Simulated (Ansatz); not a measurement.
## BeTe: from a migration barrier to a jump rate

Computed with Ansatz, DFT PBEsol, scalar-relativistic, plane waves, PAW. Settings: plane waves to 420 eV, k-mesh 4×4×4 (Γ-centred), Gaussian smearing 0.05 eV. Spin–orbit coupling is left out, which matters for the heavy elements here. No spin polarisation.

In a supercell of 16 sites an atom of Te jumps into a neighbouring Te vacancy, a = 3.96 Å from site to site in the perfect crystal, with a cell charge of +2 (uniform background, no finite-size correction). A nudged elastic band with 3 inner images puts the highest image 1.794 eV above the start and 1.794 eV above the end. No image climbed, so the top of the path can lie higher. Take it as the barrier; the order of the saddle wasn't checked, and the cell is small.

**Question.** With an assumed attempt frequency of 10¹³ s⁻¹, how often does the jump happen, and how fast does the vacancy diffuse?

**Answer.** Transition-state theory gives Γ = ν exp(−E/k_BT), and one such jump direction contributes Γa²/6 to the vacancy's diffusion coefficient averaged over directions:

| T (K) | E/k_BT | Γ (1/s) | Γa²/6 (cm²/s) |
| --- | --- | --- | --- |
| 300 | 69.4 | 7.4 × 10^-18 | 1.9 × 10^-33 |
| 600 | 34.7 | 8.6 × 10^-3 | 2.3 × 10^-18 |
| 1000 | 20.8 | 9.1 × 10^3 | 2.4 × 10^-12 |
| 1500 | 13.9 | 9.4 × 10^6 | 2.5 × 10^-9 |

The rate reaches one jump a second at T = E/(k_B ln 10¹³) = 695 K. The number of equivalent jumps multiplies D if they link up through the crystal; a hop between two sites alone gives no long-range diffusion, which then waits on a higher barrier. In either case the atoms' own diffusion carries the vacancy concentration and a correlation factor besides. Rows above the melting point are formal, and so are rows where E/k_BT falls under about 3, since the theory needs rare jumps.

**Question.** How much does an error of 0.1 eV in the barrier matter?

**Answer.** It multiplies the rate by exp(0.1 eV/k_BT): 48 at 300 K and 3.2 at 1000 K, more than the usual doubt about ν at low temperature.

Cost: 1 run of about 24 core-minutes, on Intel Xeon 6975P-C (Granite Rapids) (shared hosts).